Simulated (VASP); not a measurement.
A run of VASP 6.6.1 is set up as follows.

Contents of INCAR:

```
  PREC = Accurate
  ENCUT = 600
  EDIFF = 1E-7
  ISMEAR = 0
  SIGMA = 0.03
  LREAL = False
  LASPH = True
  NELM = 80
  ALGO = Normal
  ISIF = 3
  LWAVE = False
  LCHARG = False
  GGA = PE
  IVDW = 12
  IBRION = 2
  NSW = 90
  EDIFFG = -0.005
  KPAR = 4
```

File KPOINTS:

```
regular mesh
0
Gamma
  8 4 2
```

Contents of POSCAR:

```
Te2Mo                                   
1.0
    3.4667314097      0.0000000000      0.0000000000
    0.0000000000      6.3471735571      0.0000000000
    0.0000000000      0.0000000000     13.2171094828
  Mo              Te            
     4     8
Direct
     0.0000000000000000    0.6064823256994594    0.4991357529375973
     0.5000000000000000    0.3935176743005405    0.9991357529375973
     0.0000000000000000    0.0294875216523723    0.0129990802257199
     0.5000000000000000    0.9705124783476278    0.5129990802257199
     0.0000000000000000    0.8628853746165430    0.6614991397868926
     0.5000000000000000    0.1371146253834568    0.1614991397868925
     0.0000000000000000    0.6402659732287562    0.1129122248098465
     0.5000000000000000    0.3597340267712437    0.6129122248098465
     0.0000000000000000    0.2908538125431999    0.8507801681153505
     0.5000000000000000    0.7091461874567999    0.3507801681153505
     0.0000000000000000    0.2174079449552299    0.3984946341245990
     0.5000000000000000    0.7825920550447697    0.8984946341245990
```

Potentials or basis: VASP PAW PBE potentials, release 64 (Mo_sv, Te).

Launch:

```console
$ cat potpaw_PBE.64/Mo_sv/POTCAR potpaw_PBE.64/Te/POTCAR > POTCAR
$ mpirun -np 4 vasp_std > vasp.out
```

Q: Estimate the dispersion energy per atom.

A: -0.553 eV.

Q: Estimate the band gap on the k mesh.

A: None (metal or under the smearing width).

Forces on the atoms (eV/Å):
```
Mo   0.000  0.000  0.001
Mo   0.000  0.000  0.001
Mo   0.000  0.004  0.003
Mo   0.000 -0.004  0.003
Te   0.000 -0.004 -0.002
Te   0.000  0.004 -0.002
Te   0.000  0.000 -0.001
Te   0.000  0.000 -0.001
Te   0.000  0.002 -0.001
Te   0.000 -0.002 -0.001
Te   0.000 -0.003 -0.001
Te   0.000  0.003 -0.001
```

 The run has no spin-orbit coupling, so splittings on Te are missing.
